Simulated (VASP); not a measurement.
# SnTe (Pm-3m) in VASP: single point with PBE+D3(BJ)

Aim: the single point of SnTe with PBE+D3(BJ).

Program: VASP 6.6.1. These are calculated values, not measurements. Logs are shortened: lines on timing, memory, paths and dates and some standing lists are left out, and cuts for length are marked.

## 1. The crystal as given

It takes space group Pm-3m (No. 221, cubic). The conventional cell has a = 3.905 Å, b = 3.905 Å, c = 3.905 Å, α = 90.00°, β = 90.00°, γ = 90.00°. Sn (site symmetry m-3m) is surrounded by 8 Te at 3.38 Å. Te (site symmetry m-3m) has 8 Sn at 3.38 Å as nearest neighbours.

Measurements of this composition are mostly on another form, of space group No. 225.

## 2. Single point, PBE+D3(BJ)

Contents of INCAR:

```
  ALGO = Normal
  EDIFF = 1E-7
  ENCUT = 520
  GGA = PE
  ISIF = 2
  ISMEAR = 0
  IVDW = 12
  LASPH = True
  LCHARG = True
  LELF = True
  LREAL = False
  LVHAR = True
  LWAVE = False
  NBANDS = 17
  NELM = 100
  PREC = Accurate
  SIGMA = 0.1
```

Contents of KPOINTS:

```
k-points
0
Gamma
  6 6 6
```

Contents of POSCAR:

```
SnTe
1.0
    3.9047000000      0.0000000000      0.0000000000
    0.0000000000      3.9047000000      0.0000000000
    0.0000000000      0.0000000000      3.9047000000
Sn Te
1 1
Direct
    0.0000000000      0.0000000000      0.0000000000
    0.5000000000      0.5000000000      0.5000000000
```

Potentials or basis: VASP PAW PBE potentials, release 64 (Sn_d, Te).

Command:

```sh
cat potpaw_PBE.64/Sn_d/POTCAR potpaw_PBE.64/Te/POTCAR > POTCAR
mpirun -np 1 vasp_std > vasp.out
```

OUTCAR:

```text
EDIFF = 1E-7
   ENCUT = 520
   GGA = PE
   ISIF = 2
   ISMEAR = 0
   IVDW = 12
   LASPH = True
   LREAL = False
   NELM = 100
   PREC = Accurate
 IVDW          = 12

 ion  position               nearest neighbor table
   1  0.000  0.000  0.000-   2 3.38   2 3.38   2 3.38   2 3.38   2 3.38   2 3.38   2 3.38   2 3.38

   2  0.500  0.500  0.500-   1 3.38   1 3.38   1 3.38   1 3.38   1 3.38   1 3.38   1 3.38   1 3.38

  LATTYP: Found a simple cubic cell.
 ALAT       =     3.9047000000

  Lattice vectors:

 A1 = (   3.9047000000,   0.0000000000,   0.0000000000)
 A2 = (   0.0000000000,   3.9047000000,   0.0000000000)
 A3 = (   0.0000000000,   0.0000000000,   3.9047000000)

Analysis of symmetry for initial positions (statically):
=====================================================================
 Subroutine PRICEL returns:
 Original cell was already a primitive cell.

 Routine SETGRP: Setting up the symmetry group for a
 simple cubic supercell.

 Subroutine GETGRP returns: Found 48 space group operations
 (whereof 48 operations were pure point group operations)
 out of a pool of 48 trial point group operations.

The static configuration has the point symmetry O_h .

Analysis of symmetry for dynamics (positions and initial velocities):
=====================================================================
 Subroutine PRICEL returns:
 Original cell was already a primitive cell.

 Routine SETGRP: Setting up the symmetry group for a
 simple cubic supercell.

 Subroutine GETGRP returns: Found 48 space group operations
 (whereof 48 operations were pure point group operations)
 out of a pool of 48 trial point group operations.

The dynamic configuration has the point symmetry O_h .

 Subroutine INISYM returns: Found 48 space group operations
 (whereof 48 operations are pure point group operations),
 and found     1 'primitive' translations

----------------------------------------------------------------------------------------

                                     Primitive cell

  volume of cell :      59.5337

  direct lattice vectors                    reciprocal lattice vectors
     3.904700000  0.000000000  0.000000000     0.256101621  0.000000000  0.000000000
     0.000000000  3.904700000  0.000000000     0.000000000  0.256101621  0.000000000
     0.000000000  0.000000000  3.904700000     0.000000000  0.000000000  0.256101621

  length of vectors
     3.904700000  3.904700000  3.904700000     0.256101621  0.256101621  0.256101621

  position of ions in fractional coordinates (direct lattice)
     0.000000000  0.000000000  0.000000000
     0.500000000  0.500000000  0.500000000

  ion indices of the primitive-cell ions
   primitive index   ion index
                 1           1
                 2           2

----------------------------------------------------------------------------------------

 KPOINTS: k-points

Automatic generation of k-mesh.
 Grid dimensions read from file:
 generate k-points for:    6    6    6

 Generating k-lattice:

  Cartesian coordinates                     Fractional coordinates (reciprocal lattice)
     0.042683604  0.000000000  0.000000000     0.166666667  0.000000000  0.000000000
     0.000000000  0.042683604  0.000000000     0.000000000  0.166666667  0.000000000
     0.000000000  0.000000000  0.042683604     0.000000000  0.000000000  0.166666667

  Length of vectors
     0.042683604  0.042683604  0.042683604

  Shift w.r.t. Gamma in fractional coordinates (k-lattice)
     0.000000000  0.000000000  0.000000000

 Subroutine IBZKPT returns following result:
 ===========================================

 Found     20 irreducible k-points:

 Following reciprocal coordinates:
            Coordinates               Weight
  0.000000  0.000000  0.000000      1.000000
  0.166667  0.000000  0.000000      6.000000
  0.333333  0.000000  0.000000      6.000000
  0.500000  0.000000  0.000000      3.000000
  0.166667  0.166667  0.000000     12.000000
  0.333333  0.166667  0.000000     24.000000
[... 12 lines left out ...]
  0.500000  0.500000  0.333333      6.000000
  0.500000  0.500000  0.500000      1.000000
   k-points           NKPTS =     20   k-points in BZ     NKDIM =     20   number of bands    NBANDS=     17
   number of dos      NEDOS =    301   number of ions     NIONS =      2
   total plane-waves  NPLWV =  27000
   dimension x,y,z NGX =    30 NGY =   30 NGZ =   30
   dimension x,y,z NGXF=    60 NGYF=   60 NGZF=   60
   ions per type =               1   1
   NGX,Y,Z   is equivalent  to a cutoff of  12.77, 12.77, 12.77 a.u.
   NGXF,Y,Z  is equivalent  to a cutoff of  25.55, 25.55, 25.55 a.u.
 SYSTEM =  unknown system
   PREC   = accura    normal or accurate (medium, high low for compatibility)
   ISTART =      0    job   : 0-new  1-cont  2-samecut
   ICHARG =      2    charge: 1-file 2-atom 10-const
   ISPIN  =      1    spin polarized calculation?
   LNONCOLLINEAR =      F non collinear calculations
   LSORBIT =      F    spin-orbit coupling
   LASPH  =      T    aspherical Exc in radial PAW
   ENCUT  =  520.0 eV  38.22 Ry    6.18 a.u.   7.26  7.26  7.26*2*pi/ulx,y,z
   NELM   =    100;   NELMIN=  2; NELMDL= -5     # of ELM steps
   EDIFF  = 0.1E-06   stopping-criterion for ELM
   LREAL  =      F    real-space projection
   EDIFFG = 0.1E-05   stopping-criterion for IOM
   NSW    =      0    number of steps for IOM
   IBRION =     -1    ionic relax: 0-MD 1-quasi-New 2-CG
   NFREE  =      0    steps in history (QN), initial steepest desc. (CG)
   ISIF   =      2    stress and relaxation
   ISYM   =      2    0-nonsym 1-usesym 2-fastsym
   POTIM  = 0.5000    time-step for ionic-motion
   TEBEG  =    0.0;   TEEND  =   0.0 temperature during run
   PSTRESS=    0.0 pullay stress
   NELECT =      20.0000    total number of electrons
   NUPDOWN=      -1.0000    fix difference up-down
   EMIN   =  10.00;   EMAX   =-10.00  energy-range for DOS
   EFERMI =   0.00;   METHOD = LEGACY
   ISMEAR =     0;   SIGMA  =   0.10  broadening in eV -4-tet -1-fermi 0-gaus
   EFERMI_NEDOS =   21; number of points for ismear=-14 and -15
   IALGO  =     38    algorithm
   IMIX   =      4    mixing-type and parameters
     AMIX     =   0.40;   BMIX     =  1.00
     AMIX_MAG =   1.60;   BMIX_MAG =  1.00
  volume/ion in A,a.u.               =      29.77       200.88
  Fermi-wavevector in a.u.,A,eV,Ry     =   1.138057  2.150615 17.621893  1.295173
  Thomas-Fermi vector in A             =   2.274761
   LORBIT       =      0    0 simple, 1 ext, 2 COOP (PROOUT), +10 PAW based schemes
   GGA     = PE    functional components
   LHFCALC =     F    Hartree Fock is set to
   AEXX    =    0.0000 exact exchange contribution
   IVDW    =    12    specifies the selected vdW correction
   LEPSILON=     F    determine dielectric tensor
   LRPA    =     F    only Hartree local field effects (RPA)
 non-spin polarized calculation
 Gauss-broadening in eV      SIGMA  =   0.10
  energy-cutoff  :      520.00
  volume of cell :       59.53
 maximum number of plane-waves:      1628
 NGX is ok and might be reduce to    30
   NGX = 15   NGY = 15   NGZ = 15

 number of electron      19.9999983 magnetization

 Free energy of the ion-electron system (eV)
  ---------------------------------------------------
  ext. energy  EPLUGINS =         0.00000000
  ---------------------------------------------------
  free energy    TOTEN  =        -7.08785506 eV

  energy without entropy =       -7.08248198  energy(sigma->0) =       -7.08516852

 E-fermi :   7.0383     XC(G=0):  -9.8718

 val. band max:        6.9268633824   @ k =   0.5000   0.1667   0.0000
 cond. band min:       7.0490223953   @ k =   0.5000   0.0000   0.0000
 fundamental gap:      0.1221590129
 Fermi energy:         7.0383133280

 k-point     1 :       0.0000    0.0000    0.0000
  band No.  band energies     occupation
      1     -14.5822      2.00000
      2     -14.5822      2.00000
      3     -14.5442      2.00000
      4     -14.5442      2.00000
      5     -14.5442      2.00000
      6      -5.2546      2.00000
[... 9 lines left out ...]
     16      17.9220      0.00000
     17      17.9220      0.00000

 k-point     2 :       0.1667    0.0000    0.0000
  band No.  band energies     occupation
      1     -14.5819      2.00000
      2     -14.5742      2.00000
      3     -14.5469      2.00000
      4     -14.5469      2.00000
      5     -14.5441      2.00000
      6      -5.0409      2.00000
[... 9 lines left out ...]
     16      16.7918      0.00000
     17      17.4465      0.00000

 k-point     3 :       0.3333    0.0000    0.0000
  band No.  band energies     occupation
      1     -14.5812      2.00000
      2     -14.5580      2.00000
      3     -14.5522      2.00000
      4     -14.5522      2.00000
      5     -14.5437      2.00000
      6      -4.4832      2.00000
[... 9 lines left out ...]
     16      15.5364      0.00000
     17      17.9465      0.00000

 k-point     4 :       0.5000    0.0000    0.0000
  band No.  band energies     occupation
      1     -14.5809      2.00000
      2     -14.5548      2.00000
      3     -14.5548      2.00000
      4     -14.5499      2.00000
      5     -14.5435      2.00000
      6      -4.0675      2.00000
[... 9 lines left out ...]
     16      18.9588      0.00000
     17      19.2680      0.00000
[... 263 lines left out ...]
      1     -14.5641      2.00000
      2     -14.5632      2.00000
      3     -14.5597      2.00000
      4     -14.5437      2.00000
      5     -14.5356      2.00000
      6      -3.0826      2.00000
[... 9 lines left out ...]
     16      17.9755      0.00000
     17      20.0759      0.00000

 k-point    19 :       0.5000    0.5000    0.3333
  band No.  band energies     occupation
      1     -14.5671      2.00000
      2     -14.5628      2.00000
      3     -14.5628      2.00000
      4     -14.5395      2.00000
      5     -14.5313      2.00000
      6      -2.9076      2.00000
[... 9 lines left out ...]
     16      19.1410      0.00000
     17      20.1355      0.00000

 k-point    20 :       0.5000    0.5000    0.5000
  band No.  band energies     occupation
      1     -14.5660      2.00000
      2     -14.5660      2.00000
      3     -14.5660      2.00000
      4     -14.5311      2.00000
      5     -14.5311      2.00000
      6      -2.7606      2.00000
[... 9 lines left out ...]
     16      20.9766      0.00000
     17      22.1645      0.00000

------------------------ aborting loop because EDIFF is reached ----------------------------------------

 Edisp (eV)   -0.83713

 E8    (eV) :    -0.3919

  FORCE on cell =-STRESS in cart. coord.  units (eV):
  Direction    XX          YY          ZZ          XY          YZ          ZX
  --------------------------------------------------------------------------------------
  -------------------------------------------------------------------------------------
  Total      -0.81882    -0.81882    -0.81882     0.00000    -0.00000     0.00000
  in kB     -22.03621   -22.03621   -22.03621     0.00000    -0.00000     0.00000
  external pressure =      -22.04 kB  Pullay stress =        0.00 kB

 VOLUME and BASIS-vectors are now :
 -----------------------------------------------------------------------------
  energy-cutoff  :      520.00
  volume of cell :       59.53
      direct lattice vectors                 reciprocal lattice vectors
     3.904700000  0.000000000  0.000000000     0.256101621  0.000000000  0.000000000
     0.000000000  3.904700000  0.000000000     0.000000000  0.256101621  0.000000000
     0.000000000  0.000000000  3.904700000     0.000000000  0.000000000  0.256101621

 POSITION                                       TOTAL-FORCE (eV/Angst)
 -----------------------------------------------------------------------------------
      0.00000      0.00000      0.00000         0.000000      0.000000      0.000000
      1.95235      1.95235      1.95235         0.000000      0.000000      0.000000
 -----------------------------------------------------------------------------------
    total drift:                               -0.000000     -0.000000     -0.000000

  FREE ENERGIE OF THE ION-ELECTRON SYSTEM (eV)
  ---------------------------------------------------
  free  energy   TOTEN  =        -7.9249861251 eV

  energy  without entropy=       -7.9196130435  energy(sigma->0) =       -7.92229958
```

Run time: 23 s. Hardware: 1 thread of AMD EPYC 7R43 (Zen 3), shared host; peak memory 0.15 GiB.

What came out:

```
Free energy                : -7.9250 eV
Pressure                   : -2.2 GPa
Band gap on the k mesh     : none (metal or under the smearing width)
Dispersion energy per atom : -0.419 eV
```

Caveat: pairwise dispersion overbinds metals, which lowers pressure and volume.
